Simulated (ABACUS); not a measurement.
The system is Pb.

```
Pb
1.0
     0.00000    2.47502    2.47502
     2.47502    0.00000    2.47502
     2.47502    2.47502    0.00000
Pb
1
Direct
  0.00000 0.00000 0.00000
```

```yaml
Program: ABACUS 3.10.1
Task: single point
Functional: PBE
Potentials_or_basis: PseudoDojo NC SR 0.4.1 PBE standard
Cutoff: 1361 eV
Density_cutoff: 5442 eV
Basis: DZP LCAO (the cutoffs set its grid)
k_mesh: 9 × 9 × 9
Occupations: fermi-dirac, width 0.05 eV
Spin: no spin polarisation
```

On this cell: pressure 4.0 GPa; band gap on the k mesh none (metal or under the smearing width).

The same run follows on a disturbed copy (cell strained at random at fixed volume):

```
Pb
1.0
    -0.00696    2.46968    2.44843
     2.44759   -0.02698    2.46845
     2.45382    2.49594   -0.03322
Pb
1
Cartesian
  0.0581 0.0106 -0.0133
```

Problem. What changes?

Solution. The energy (extrapolated to zero smearing) moves by +2.1 meV/atom; pressure 4.0 GPa; band gap on the k mesh none (metal or under the smearing width).

Stress tensor (GPa, compression positive):
```
 4.16 -0.01  0.19
-0.01  3.81  0.81
 0.19  0.81  3.98
```

Caveats: the atomic orbitals were generated for these runs and aren't a published set; the basis of atomic orbitals isn't converged, which shifts pressures, moduli and gaps.
